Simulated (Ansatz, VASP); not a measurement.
# One calculation of BaS, two programs

```xyz
4
Lattice="5.3819 0.0000 0.0000 -2.6909 4.6608 0.0000 0.0000 0.0000 6.3833" Properties=species:S:1:pos:R:3 pbc="T T T"
Ba    0.0000    3.1072   -0.3990
Ba    2.6909    1.5536    2.7927
S     0.0000    3.1072    2.7927
S     2.6909    1.5536    5.9844
```

The cell was built by a generator and needn't be a form met in nature.

Alike in both runs: task single point; functional PBE; k mesh 6 × 6 × 4; no spin polarisation.

|  | VASP | Ansatz |
| --- | --- | --- |
| version | VASP 6.6.1 | Ansatz 0.2.0 |
| potentials or method | VASP PAW PBE potentials, release 64 (Ba_sv, S) | plane waves, PAW |
| plane-wave cutoff (eV) | 520 | 420 |
| occupations | gaussian, width 0.01 eV | fixed |
| valence electrons in the cell | 32 | 32 |

|  | VASP | Ansatz | Ansatz less VASP |
| --- | --- | --- | --- |
| gap on the k mesh at the Fermi level (eV) | 2.47 | 2.56 | +0.090 |
| pressure (GPa) | 0.5 | 0.0 | -0.45 |
| largest component of the traceless stress (GPa) | 0.07 | 0.00 | -0.073 |

Caveats: spin-orbit coupling is left out, which moves the levels of the heavy elements. A k mesh can miss the band edges. Expect the measured gap to be larger: semilocal functionals such as PBE lack the derivative discontinuity.
